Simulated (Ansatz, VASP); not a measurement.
SiO2 in VASP and in Ansatz

```
Si O
1.0
    -1.81055    1.81055    3.94667
     1.81055   -1.81055    3.94667
     1.81055    1.81055   -3.94667
Si O
2 4
Direct
  0.00000 0.00000 0.00000
  0.75000 0.25000 0.50000
  0.37500 0.36544 0.49044
  0.11544 0.62500 0.99044
  0.63456 0.12500 0.00956
  0.87500 0.88456 0.50956
```

Alike in both runs: functional LDA; k mesh 8 × 8 × 8; occupations gaussian, width 0.02 eV; no spin polarisation.

Ansatz relaxed the structure, and its values are those at the end. VASP's run is a single point on that final structure, the one shown.

|  | VASP | Ansatz |
| --- | --- | --- |
| version | VASP 6.6.1 | Ansatz 0.2.0 |
| potentials or method | VASP PAW LDA potentials, release 64 (Si, O) | scalar-relativistic, plane waves, PAW |
| plane-wave cutoff (eV) | 520 | 420 |
| valence electrons in the cell | 32 | 32 |

VASP gave:

- gap on the k mesh at the Fermi level (eV): 6.37
- least direct gap on the mesh (eV): 6.58
- rms of the force components (eV/Å): 0.046

Question: Estimate Ansatz's values.

Answer: gap on the k mesh at the Fermi level (eV): 6.41; least direct gap on the mesh (eV): 6.62; rms of the force components (eV/Å): 0.000.

 A k mesh can miss the band edges. A hybrid or GW would open this gap; LDA tends to underestimate it.
